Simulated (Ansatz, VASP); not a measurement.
**Two plane-wave programs on Sb**

File INCAR:

```
ALGO = Normal
EDIFF = 1E-7
EDIFFG = -0.01
ENCUT = 600
GGA = PE
IBRION = 2
ISIF = 3
ISMEAR = 0
LASPH = T
LCHARG = F
LREAL = F
LWAVE = F
NELM = 100
NSW = 100
PREC = Accurate
SIGMA = 0.1
```

File KPOINTS:

```
k-points
0
Gamma
  10 10 10
```

POSCAR

```
Sb
1.0
   -3.0833435100      3.0833435100      3.0833435100
    3.0833435100     -3.0833435100      3.0833435100
    3.0833435100      3.0833435100     -3.0833435100
Sb
4
Direct
    0.5617918800      0.0000000000      0.0000000000
    0.0000000000      0.5617918800      0.0000000000
    0.0000000000      0.0000000000      0.5617918800
    0.4382081200      0.4382081200      0.4382081200
```

Input for Ansatz:

```yaml
crystal:
  lattice:
    - [-3.08334351, 3.08334351, 3.08334351]
    - [3.08334351, -3.08334351, 3.08334351]
    - [3.08334351, 3.08334351, -3.08334351]
  atoms:
    - { symbol: Sb, position: [0.56179188, 0.0, 0.0] }
    - { symbol: Sb, position: [0.0, 0.56179188, 0.0] }
    - { symbol: Sb, position: [0.0, 0.0, 0.56179188] }
    - { symbol: Sb, position: [0.43820812, 0.43820812, 0.43820812] }
basis:
  ecutwfc: 420
kpoints:
  mp_grid: { grid: [10, 10, 10] }
hamiltonian:
  xc: pbe
scf:
  occupations: { method: gaussian, width: 0.1 }
output:
  forces: true
  stress: true
  eigenvalues: true
  write_density: true
  write_potential: true
  elf: true
  volumetric_format: npy
relax:
  adjacent_minimum: "off"
  f_tol: 0.01
  max_steps: 80
  cell: { stress_tol: 0.05 }
```

Alike in both runs: task relaxation of cell and atoms; functional PBE; k mesh 10 × 10 × 10; occupations gaussian, width 0.1 eV; no spin polarisation.

```csv
,VASP,Ansatz
version,VASP 6.6.1,Ansatz 0.2.0
potentials or method,"VASP PAW PBE potentials, release 64 (Sb)","scalar-relativistic, plane waves, PAW"
plane-wave cutoff (eV),600,420
valence electrons in the cell,20,60
```

Ansatz gave:

- gap on the k mesh at the Fermi level, each at its own relaxed structure (eV): none
- relaxed volume (Å³/atom): 30.06
- relaxed cell length with the largest relative difference (Å): 5.385
- energy change over the relaxation (meV/atom): -60

**Question.** Which values does VASP return?

**Answer.** gap on the k mesh at the Fermi level, each at its own relaxed structure (eV): none; relaxed volume (Å³/atom): 30.03; relaxed cell length with the largest relative difference (Å): 5.384; energy change over the relaxation (meV/atom): -60.

A gap of «none» marks a metal or a gap that the smearing closes. The two sets of potentials don't hold the same shells in valence.

Spin-orbit coupling is left out, which matters for the levels of Sb.
